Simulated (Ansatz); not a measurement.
Starting cell, GeO$_{2}$ (rutile):

```yaml
crystal:
  lattice:
    - [4.48750, 0.00000, 0.00000]
    - [0.00000, 4.48750, 0.00000]
    - [0.00000, 0.00000, 2.90497]
  atoms:
    - { symbol: Ge, position: [0.00000, 0.00000, 0.00000] }
    - { symbol: Ge, position: [0.50000, 0.50000, 0.50000] }
    - { symbol: O, position: [0.30714, 0.30714, 0.00000] }
    - { symbol: O, position: [0.80714, 0.19286, 0.50000] }
    - { symbol: O, position: [0.19286, 0.80714, 0.50000] }
    - { symbol: O, position: [0.69286, 0.69286, 0.00000] }
```

In this cell atom 4 (O, nearest neighbour Ge at 1.899 Å; its periodic images, 2.9 Å or more away, move with it) is moved by s towards the nearest neighbour, unit vector (0.456, -0.456, -0.765); all other atoms and the cell stay fixed.

All values below come from PBE (plane waves to 420 eV, PAW, scalar-relativistic; Ansatz, a program for electronic structure). k mesh 6×6×9 (Γ-centred), Fermi-Dirac smearing 0.05 eV. The energy includes the smearing's −TS. GeO2 was relaxed with its symmetry unable to fall. ΔE is measured from the undisplaced structure.

Successive frames, forces in eV/Å:

| frame | ΔE (meV/cell) | F on Ge1 | F on Ge2 | F on O3 | F on O4 | F on O5 | F on O6 |
|---|---|---|---|---|---|---|---|
| s = 0.000 Å | 0 | (0.000, 0.000, 0.000) | (0.000, 0.000, 0.000) | (0.000, 0.000, 0.000) | (0.000, 0.000, 0.000) | (0.000, 0.000, 0.000) | (0.000, 0.000, 0.000) |
| s = 0.076 Å | 56 | (0.426, -0.426, -0.644) | (-0.003, 0.003, -0.046) | (0.193, 0.007, -0.158) | (-0.871, 0.871, 0.982) | (0.261, -0.261, 0.025) | (-0.007, -0.193, -0.158) |
| s = 0.152 Å | 246 | (1.099, -1.099, -1.688) | (-0.068, 0.068, -0.093) | (0.379, 0.016, -0.314) | (-1.937, 1.937, 2.334) | (0.542, -0.542, 0.074) | (-0.016, -0.379, -0.314) |

Problem. What are the energy and the forces in the next frame, s = 0.228 Å?

Solution. ΔE (meV/cell) = 613.

| atom | Fx | Fy | Fz |
|---|---|---|---|
| Ge1 | 2.131 | -2.131 | -3.302 |
| Ge2 | -0.184 | 0.184 | -0.131 |
| O3 | 0.566 | 0.029 | -0.467 |
| O4 | -3.322 | 3.322 | 4.214 |
| O5 | 0.837 | -0.837 | 0.153 |
| O6 | -0.029 | -0.566 | -0.467 |

(A displaced cell: forces are minus the slopes of the energy, force constants its curvatures, and phonons follow from these.)
